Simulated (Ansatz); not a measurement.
# V (diamond type): how the settings move a single-point run

Question: which choices in the input matter for V (diamond type)?

Method: reference: DFT, PBE, all-electron PAW with datasets made for the crystal, scalar-relativistic, in Ansatz 0.2.0.

## Step 1: The starting structure

The structure is cubic, space group Fd-3m (No. 227). Conventional cell: a = 5.374 Å, b = 5.374 Å, c = 5.374 Å, α = 90.00°, β = 90.00°, γ = 90.00°. V (site symmetry -43m) is surrounded by 4 V at 2.33 Å.

As a file:

```cif
data_structure
_symmetry_space_group_name_H-M 'P 1'
_symmetry_Int_Tables_number 1
_cell_length_a 3.8002
_cell_length_b 3.8002
_cell_length_c 3.8002
_cell_angle_alpha 60.000
_cell_angle_beta 60.000
_cell_angle_gamma 60.000
_cell_volume 38.81
loop_
_atom_site_label
_atom_site_type_symbol
_atom_site_fract_x
_atom_site_fract_y
_atom_site_fract_z
_atom_site_occupancy
V1 V 0.00000 0.00000 0.00000 1
V2 V 0.25000 0.25000 0.25000 1
```

## Step 2: Baseline

File input.yaml:

```yaml
crystal:
  lattice:
    - [0.0, 2.6871381687, 2.6871381687]
    - [2.6871381687, 0.0, 2.6871381687]
    - [2.6871381687, 2.6871381687, 0.0]
  atoms:
    - { symbol: V, position: [0.0, 0.0, 0.0], spin: 1.5 }
    - { symbol: V, position: [0.25, 0.25, 0.25], spin: 1.5 }
magnetization:
  spin_polarized: true
kpoints:
  mp_grid: { grid: [10, 10, 10] }
scf:
  occupations: { method: fermi_dirac, width: 0.08 }
hamiltonian:
  xc: pbe
  pseudopotentials: { kind: all_electron, datasets: crystal }
output:
  forces: true
  stress: true
  eigenvalues: true
  efg: { contact_densities: true }
```

Launch:

```
$ ansatz run input.yaml --threads 1 --pin off --max-ram 3072MiB --backend cpu --events-out ev --progress --plain --runs-dir out
```

## Step 3: The same system, input altered

Changes to input.yaml since step 2:

```diff
@@ -17,2 +17,3 @@
   pseudopotentials: { kind: all_electron, datasets: crystal }
+  hubbard: { sites: [{ species: V, l: d, u_eff: 2.0 }], double_counting: fll }
 output:
```

(Steps that only read results are left out.)

Before running it: what results should come out? Wanted: for each run, ending; energy change.

The runs gave:

```csv
run,ending,energy change,cycles,time
reference,converged,-,9,15 s
"1: hubbard.sites [{species: V, l: d, u_eff: 2.0}], hubbard.double_counting fll",refused,-,-,0.24 s
```

Residual by cycle in the longest SCF loop of each run; runs are numbered as in the table. The quantity is the density residual dr2, in eV.

```csv
cycle,reference
1,0.00575
2,0.00496
3,8.3e-4
4,7.8e-5
5,4.4e-5
6,6.6e-7
7,4.6e-7
8,9.5e-9
9,7.1e-10
```

With the changed Hubbard U the run ends refused. 1 of the 1 altered inputs did not end normally.
